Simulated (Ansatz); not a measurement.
Runs of Ansatz 0.2.0 on SrO. It takes space group Fm-3m (No. 225, cubic). Conventional cell: a = 5.133 Å, b = 5.133 Å, c = 5.133 Å, α = 90.00°, β = 90.00°, γ = 90.00°. Around Sr (site symmetry m-3m) lie 6 O at 2.57 Å. O (site symmetry m-3m) has 6 Sr at 2.57 Å as nearest neighbours. 

```tsv
task	level	potentials or basis	spin	cell	k mesh	cutoff (eV)	smearing	basis error allowed	mesh quality	gap on the mesh (eV)	pressure (GPa)	relaxed volume (Å³/atom)
single point	HSE06+D3(BJ)	all-electron PAW datasets made for the crystal	off	as given	5 × 5 × 5	340	gaussian 0.05 eV	-	coarse	4.99	(b)	-
single point	LDA	all-electron LAPW, relativistic spinors	SOC, no magnetisation	as given	7 × 7 × 7	220	gaussian 0.01 eV	0.001 eV/atom	not flagged	(d)	-3.8	-
relaxation of cell and atoms	RPBE+D3(BJ)	all-electron LAPW, scalar-relativistic	off	relaxed	9 × 9 × 9	-	fermi-dirac 0.05 eV	0.001 eV/atom	not flagged	3.34	0.0	14.72
relaxation of cell and atoms	revPBE+D3(BJ)	all-electron LAPW, scalar-relativistic	off	relaxed	9 × 9 × 9	-	fermi-dirac 0.05 eV	0.001 eV/atom	not flagged	3.46	0.0	17.13
phonons	PBEsol	all-electron LAPW, scalar-relativistic	off	as given	7 × 7 × 7	229	fermi-dirac 0.05 eV	0.001 eV/atom	not flagged	(c)	-	-
band structure	BLYP	all-electron LAPW, scalar-relativistic	off	as given	9 × 9 × 9	217	fermi-dirac 0.05 eV	0.001 eV/atom	not flagged	(a)	6.2	-
```

Problem. Estimate the missing entries.

Solution. (a) 3.51; (b) -2.4; (c) 3.29; (d) 3.23.

Caveats: some runs use coarse meshes; an odd mesh through Γ misses points on the zone boundary, where band edges often lie (some runs); the volume moved by -13 % from the deposited cell, more than functionals usually miss (some runs).

A k mesh can miss the band edges, and rows without SOC leave out spin-orbit coupling on Sr.

The runs don't all hold the same shells in valence.

Runs at the PBE level aren't shown here.
